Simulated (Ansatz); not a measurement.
A run of Ansatz 0.2.0 is set up as follows.

Contents of input.yaml:

```yaml
crystal:
  lattice:
    - [2.91, 0.0, 0.0]
    - [0.0, 2.91, 0.0]
    - [0.0, 0.0, 2.91]
  atoms:
    - { symbol: Fe, position: [0.5, 0.5, 0.5], spin: 3.0 }
    - { symbol: Al, position: [0.0, 0.0, 0.0] }
kpoints:
  mp_grid: { grid: [9, 9, 9] }
scf:
  occupations: { method: fermi_dirac, width: 0.05 }
hamiltonian:
  xc: pbesol
  pseudopotentials: { kind: all_electron, lapw: { basis_error: 0.001 } }
magnetization:
  spin_polarized: true
output:
  forces: true
  stress: true
  eigenvalues: true
  populations: true
```

Potentials or basis: all-electron LAPW, scalar-relativistic.

Run with:

```bash
$ ansatz run input.yaml --threads 2 --pin off --max-ram 6144MiB --backend cpu --events-out ev --progress --plain --runs-dir out
```

Question: Predict the band gap on the k mesh.

Answer: None (metal or under the smearing width).

Question: Predict the pressure.

Answer: -11.3 GPa.
